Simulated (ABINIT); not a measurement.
CaO:

```xyz
2
Lattice="0.0000 2.4036 2.4036 2.4036 0.0000 2.4036 2.4036 2.4036 0.0000" Properties=species:S:1:pos:R:3 pbc="T T T"
Ca    0.0000    0.0000    0.0000
O     2.4036    2.4036    2.4036
```

The cell is a database's computed one.

Base run:

```yaml
Program: ABINIT 10.8.3 (patched build)
Functional: PBE
Potentials_or_basis: JTH PAW PBE v2.0
Cutoff: 626 eV
k_mesh: 10 × 10 × 10
Occupations: fermi-dirac, width 0.05 eV
Spin: no spin polarisation
```

Its results: band gap on the k mesh 3.65 eV, indirect (least direct gap 4.02 eV); pressure 1.5 GPa.

The run is repeated on the same cell with these changes: functional from PBE to PBEsol; k mesh from 10 × 10 × 10 to 6 × 6 × 6. What comes out?

Band gap on the k mesh 3.55 eV, indirect (least direct gap 3.93 eV); pressure -2.8 GPa.

Several settings changed at once, so the effect can't be laid on one alone.

Caveats: the PAW data sets were made with another functional, which shifts forces and pressure a little (some runs).
